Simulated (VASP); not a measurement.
Here is a VASP 6.6.1 calculation.

File INCAR:

```
PREC = Accurate
ENCUT = 480
EDIFF = 1E-7
ISMEAR = 0
SIGMA = 0.1
LREAL = False
LASPH = True
NELM = 80
ALGO = Fast
ISIF = 3
LWAVE = False
LCHARG = False
GGA = PS
IBRION = 2
NSW = 90
EDIFFG = -0.005
```

The input KPOINTS:

```
Automatic mesh
0
Gamma
  12 12 12
```

POSCAR

```
K
1.0
   -2.6180000000      2.6180000000      2.6180000000
    2.6180000000     -2.6180000000      2.6180000000
    2.6180000000      2.6180000000     -2.6180000000
K
1
Direct
    0.0000000000      0.0000000000      0.0000000000
```

Potentials or basis: VASP PAW PBE potentials, release 64 (K_sv).

The run is started by

```bash
$ cat potpaw_PBE.64/K_sv/POTCAR > POTCAR
$ mpirun -np 1 vasp_std > vasp.out
```

(1) Estimate the relaxed volume.

(2) Estimate the band gap on the k mesh.

Answers

(1) 70.51 Å³/atom.

(2) none (metal or under the smearing width).

Caveat: the PAW data sets were made with another functional, which shifts forces and pressure a little.
